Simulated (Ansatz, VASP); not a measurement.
**Te: VASP beside Ansatz**

```
Te
1.0
     1.90572   -1.10027    4.19226
     0.00000    2.20054    4.19226
    -1.90572   -1.10027    4.19226
Te
2
Direct
  0.25000 0.25000 0.25000
  0.75000 0.75000 0.75000
```

Alike in both runs: functional PBEsol; k mesh 11 × 11 × 11; occupations fermi-dirac, width 0.1 eV; no spin polarisation.

Ansatz relaxed the structure, and its values are those at the end. VASP's run is a single point on that final structure, the one shown.

|  | VASP | Ansatz |
| --- | --- | --- |
| version | VASP 6.6.1 | Ansatz 0.2.0 |
| potentials or method | VASP PAW PBE potentials, release 64 (Te) | PAW with Ansatz's default frozen-core files, scalar-relativistic |
| plane-wave cutoff (eV) | 520 | 420 |
| valence electrons in the cell | 12 | 32 |

|  | VASP | Ansatz | Ansatz less VASP |
| --- | --- | --- | --- |
| pressure (GPa) | 9.0 | 8.9 | -0.11 |

The two sets of potentials don't hold the same shells in valence.

Caveats: the PAW data sets were made with another functional, which shifts forces and pressure a little (VASP). Spin-orbit coupling is left out, which matters for the levels of Te.
